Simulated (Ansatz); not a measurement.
## SiC (F-43m):V_Si, thermodynamic levels from a 432-atom cell

Charge states of V_Si in SiC (F-43m), set against the band edges. Model: a cell of 432 host atoms with 1 Si taken out.

Main program and level: Ansatz 0.2.0; place-levels on PBEsol runs: charge-transition levels and formation energies with image-charge correction and potential alignment at the atomic sites; PAW set soft_1.

**What experiment says.**

For SiC, cubic 3C zincblende (literature value), “Insight into the structural, elastic and electronic properties of a new orthorhombic 6O-SiC polytype” (2020, pmc:7200658) quotes earlier work: band gap (indirect gap) 2.4 eV [literature value; measurement temperature and method not stated].

## Step 1: Starting point

The cell holds 431 atoms: 215 Si and 216 C. Cell: a = 18.485 Å, b = 18.485 Å, c = 18.485 Å, α = 60.0°, β = 60.0°, γ = 60.0°. It derives from SiC (space group F-43m). Nearest the centre at fractional (0.500, 0.500, 0.500): C259 at 1.89 Å, C258 at 1.89 Å, C248 at 1.89 Å, C188 at 1.89 Å, Si260 at 3.08 Å, Si187 at 3.08 Å, Si330 at 3.08 Å, Si318 at 3.08 Å.

The host's dielectric constants go in as inputs: 7.06 for the electrons alone, 10.44 with the ions, computed on the host (DFPT, PBEsol).

The cell's shortest repeat is 18.5 Å.

## Step 2: The runs of each charge state

A transition level is the Fermi level at which two charge states cost the same, so each charge needs its own total energy, at its own relaxed structure.

Random displacements of about 0.04 Å break the site symmetry at the start, so that the relaxation can reach a distorted minimum if there is one. Forces are taken at the zone centre alone. The cell holds 1 electron more than the neutral one, with a uniform background that keeps it neutral on the whole. The moment is locked at 3 μB to get this spin state; other moments, where tried, are runs of their own.

One state's input; the others differ in charge, spin, start and seed, and in occupations where the table says so.

Contents of qm1_M3.relax/input.yaml:

```yaml
crystal:
  lattice:
    - [0.0, 2.1784555, 2.1784555]
    - [2.1784555, 0.0, 2.1784555]
    - [2.1784555, 2.1784555, 0.0]
  atoms:
    - { symbol: Si, position: [0.0, 0.0, 0.0] }
    - { symbol: C, position: [0.25, 0.25, 0.25] }
  supercell: [6, 6, 6]
  defects: [{ vacancy: 258 }]
total_charge: -1
basis:
  ecutwfc: 420
  xc_grid: 2
hamiltonian:
  xc: pbesol
  pseudopotentials: { kind: paw, azcp: { folder: soft_1 }, xc_functional: pbe }
kpoints:
  mp_grid: { grid: [1, 1, 1] }
magnetization:
  spin_polarized: true
  initial_magnetization: 3
  spin_locking: { lock_magnetization: hard }
scf:
  occupations: { method: fixed }
  max_iter: 100
output:
  forces: true
  charged_corrections:
    epsilon: 7.06
    static_epsilon: 10.44
    defect_position: [0.5, 0.5, 0.5]
relax:
  f_tol: 0.02
  max_steps: 60
  random_displacement: { amplitude: 0.04, seed: 8700 }
checkpoint:
  write: "../qm1_M3.relax.run"
  compress: false
  write_wavefunctions: true
  write_every: 100000
```

Started as:

```sh
> ansatz run input.yaml --threads 32 --pin off --max-ram 84787MiB --backend cuda --events-out ev --progress --plain --runs-dir out --max-vram 78GiB
```

The energy is taken again at one point at (¼, ¼, ¼), on the same structure.

The run of this state that the levels use, under PBEsol:

Contents of qm1_M3.quarter/input.yaml:

```yaml
crystal:
  checkpoint: "../qm1_M3.relax.run"
  host: checkpoint
total_charge: -1
basis:
  ecutwfc: 420
  xc_grid: 2
hamiltonian:
  xc: pbesol
  pseudopotentials: { kind: paw, azcp: { folder: soft_1 }, xc_functional: pbe }
kpoints:
  mp_grid: { grid: [1, 1, 1], shift: [0.25, 0.25, 0.25] }
magnetization:
  spin_polarized: true
  initial_magnetization: 3
  spin_locking: { lock_magnetization: hard }
scf:
  occupations: { method: fixed }
  max_iter: 100
output:
  forces: true
  charged_corrections:
    epsilon: 7.06
    static_epsilon: 10.44
    defect_position: [0.5, 0.5, 0.5]
  eigenvalues: true
  eigenstates: { localisation: true }
  efg: {}
checkpoint:
  read: "../qm1_M3.relax.run"
  write: "../qm1_M3.quarter.run"
  compress: false
  write_wavefunctions: false
  write_every: 100000
```

Relaxations under PBEsol at the zone centre alone; times on 1 × NVIDIA GB200 with 32 threads of Arm Neoverse V2, shared host:

```tsv
charge	moment (μB)	occupations	outcome	steps	largest displacement against the far atoms (Å)	time
−1	3	fixed	converged	5	0.16	20 s
0	2	fixed	converged	6	0.19	31 s
```

Single points under PBEsol at one point at (¼, ¼, ¼); times on 1 × NVIDIA GB200 with 32 threads of Arm Neoverse V2, shared host:

```tsv
charge	moment (μB)	occupations	outcome	time
−1	3	fixed	converged	29 s
0	2	fixed	converged	27 s
```

Distances (Å) from the ideal centre to the nearest atoms after relaxation with PBEsol:

```tsv
charge	moment (μB)	1.	2.	3.	4.	5.	6.
−1	3	C 2.04	C 2.04	C 2.05	C 2.05	Si 3.06	Si 3.06
0	2	C 2.06	C 2.07	C 2.07	C 2.07	Si 3.07	Si 3.07
```

## Step 3: Placing the levels, PBEsol, the zone centre alone

qm1_M3.gamma/input.yaml, as its differences from qm1_M3.quarter/input.yaml of step 2:

```diff
@@ -11,3 +11,3 @@
 kpoints:
-  mp_grid: { grid: [1, 1, 1], shift: [0.25, 0.25, 0.25] }
+  mp_grid: { grid: [1, 1, 1] }
 magnetization:
@@ -26,7 +26,5 @@
   eigenvalues: true
-  eigenstates: { localisation: true }
-  efg: {}
 checkpoint:
   read: "../qm1_M3.relax.run"
-  write: "../qm1_M3.quarter.run"
+  write: "../qm1_M3.gamma.run"
   compress: false
```

Wall time 5 s (1 × NVIDIA GB200 with 32 threads of Arm Neoverse V2, shared host); peak memory 3.8 GiB; 16 s of CPU time.

Contents of levels.gamma.yaml:

```yaml
host:
  run: host.gamma.run
  levels_from: { run: edges.gamma.run }
states: [qm1_M3.gamma.run, q0_M2.gamma.run]
geometry_from:
  qm1_M3.gamma.run: qm1_M3.relax.run
  q0_M2.gamma.run: q0_M2.relax.run
chemical_potentials:
  Si:
    energy: -621.49341
    dataset: <sha256 of the dataset>
```

Started as:

```sh
> ansatz place-levels levels.gamma.yaml -- --threads 32 --pin off --max-ram 84787MiB --backend cuda --max-vram 78GiB
```

Numbers of over 12 decimals in the logs are rounded to 6 here.

The program printed:

```text
(0/-1) 0.691 eV above the valence edge, 0.553 eV under the conduction edge
formation energy of charge 0: +8.028 eV with the Fermi level at the valence edge
formation energy of charge -1: +8.719 eV with the Fermi level at the valence edge
  edges by pbesol of host.levels_from (edges.gamma.run), its mesh sampled to repeats of 33.89 Å (the valence edge -0.008 eV and the conduction edge -0.001 eV from those of the host's own run), gap 1.244 eV; the host is sampled to repeats of 18.48 Å
[... the lines on each state left out ...]
```

Wall time 2.6 s (32 threads).

Under PBEsol the gap is 1.24 eV, (0/−1) 0.69 eV.

## Step 4: Placing the levels, PBEsol, one point at (¼, ¼, ¼)

A charged cell interacts with its images and the background, and its potential has another zero than the host's. place-levels removes the first by a point-charge model, screened by the static dielectric constant since the ions have relaxed around the charge, and the second by comparing potentials at atoms far from the defect.

The host is a run of the defect-free crystal in the same cutoffs, grids and k-points, so that basis and sampling errors cancel in part in the differences. Its band edges come from a run of the primitive cell that searches the zone for them. Chemical potentials are energies per atom of Si (diamond), run with the same functional and cutoff.

Contents of levels.quarter.yaml:

```yaml
host:
  run: host.quarter.run
  levels_from: { run: edges.quarter.run }
states: [qm1_M3.quarter.run, q0_M2.quarter.run]
geometry_from:
  qm1_M3.quarter.run: qm1_M3.relax.run
  q0_M2.quarter.run: q0_M2.relax.run
chemical_potentials:
  Si:
    energy: -621.49341
    dataset: <sha256 of the dataset>
```

Started as:

```sh
> ansatz place-levels levels.quarter.yaml -- --threads 32 --pin off --max-ram 84787MiB --backend cuda --max-vram 78GiB
```

The program printed:

```text
(0/-1) 0.639 eV above the valence edge, 0.605 eV under the conduction edge
formation energy of charge 0: +8.136 eV with the Fermi level at the valence edge
formation energy of charge -1: +8.775 eV with the Fermi level at the valence edge
  edges by pbesol of host.levels_from (edges.quarter.run), its mesh sampled to repeats of 33.89 Å (the valence edge +0.021 eV and the conduction edge -0.137 eV from those of the host's own run), gap 1.244 eV; the host is sampled to repeats of 18.48 Å
  the defect's cells are sampled to repeats of 18.48 Å, like sampling
  charge 0: +0.000 eV for its dipole among its images, +0.000 omitted
  charge -1: -187000.2952 eV with its correction of +0.172 eV, at epsilon 10.44, aligned at sites: -0.0509 eV, mean over 139 atomic sites at or beyond 9.24 Å from the defect at [0.5000, 0.5000, 0.5000], with +0.000000 for the charge's moments and without [...]
  of states[0] (qm1_M3.quarter.run): how wide its charge is, is not read beside other atoms or cores, and a band state would take no correction. [...]
```

The job ended after 2.5 s (32 threads).

Under PBEsol the gap is 1.24 eV, (0/−1) 0.64 eV; the stage before (PBEsol, at other k-points) gave a gap of 1.24 eV and levels within 0.05 eV of these.

Levels between the charges placed, in eV above the valence top:

```tsv
	gap (eV)	(0/−1)
PBEsol	1.24	0.64
```

Corrections by state:

```tsv
charge	moment (μB)	image terms and alignment (eV)	band filling (eV)	ε used	over the lowest of its charge, as the program ranks them, band filling apart (eV)
0	2.0	0.000	-	-	0.000
−1	3.0	0.172	-	10.44	0.000
```

From the program's caveats on the states, each cut to its opening words:

- charge −1 (3 μB): how wide its charge is, is not read beside other atoms or cores, and a band state would take no correction

Chemical potentials of the elements' reference phases, run alike. Formation energy by charge state (elemental references; gap 1.24 eV):

```tsv
charge	at valence top (eV)	at conduction bottom (eV)	correction included (eV)
0	8.14	8.14	0.00
−1	8.77	7.53	0.17
```

Fermi level (eV), lowest formation energy (eV) and a bar from the least value:
```
     0.00       8.14 ##############################
     0.11       8.14 ##############################
     0.23       8.14 ##############################
     0.34       8.14 ##############################
     0.45       8.14 ##############################
     0.56       8.14 ##############################
     0.68       8.10 ############################
     0.79       7.98 ######################
     0.90       7.87 #################
     1.02       7.76 ###########
     1.13       7.64 ######
     1.24       7.53
```

## Step 5: The ladder

Levels between neighbouring charges, in eV above each run's own valence top:

```tsv
	gap (eV)	(0/−1)	GPU time a state at this stage (restarts are quicker than cold starts)
PBEsol, zone centre alone	1.24	0.69	5.9 s
PBEsol, (¼, ¼, ¼)	1.24	0.64	28 s
```

## Step 6: Outcome

| Property | Result |
| --- | --- |
| gap of the host | 1.24 eV (PBEsol) |
| level (0/minus 1) | 0.64 eV above the valence top |
| lowest of the charges placed, just above the valence top (0.02 eV) | 0 |
| lowest of the charges placed, just below the conduction bottom (0.02 eV) | −1 |
| lowest formation energy at mid-gap of the charges run, elemental references | 8.14 eV |

Of the charges placed (−1 and 0), the lowest changes at 0.64 eV (0/−1) above the valence top, in a gap of 1.24 eV. Charges above 0 and below −1 were not placed, so these runs say nothing of levels that involve them. States placed: 0 at 2 μB; −1 at 3 μB. Other spin states or structures, where not listed, weren't placed. Under PBEsol, the change of sampling (the zone centre alone against one point at (¼, ¼, ¼)) moves a level by 0.05 eV, which is the scale of doubt on levels at the coarser sampling. Limits: one k-point off the zone centre stands for the whole zone; PBEsol makes the gap too small and tends to spread out bound carriers.

Comparison with the measured values:

| quantity | measured | PBEsol |
| --- | --- | --- |
| band gap (least gap of the host) (eV) | 2.4 | 1.24 (-1.16 eV) |

Measured values from pmc:7200658 (2020).

Verdict: The band gap is off by -1.16 eV: a clear miss. Local and semilocal functionals usually give gaps below the measured ones. Zero-point and thermal motion shift the measured gap.

[Logs are printed without paths, hosts, clocks, repeated set-up lines and the standing remarks that a program may print on its own settings, such as how far it seeks lower states.]

[Hosts, paths, dates, database ids (printed as entryN), source tags and the programs' standing remarks are cut or masked in the printed files.]

[Where a table of states has a column of steps, it counts the stored structures, which are thinned; the runs took as many ionic steps or more.]

[A defect's name tells the site on which it was built; relaxed atoms can leave that site.]

[For some hosts the program warned that the k-mesh of the response run may be too coarse for force constants and the static dielectric constant; such warnings are not shown here.]
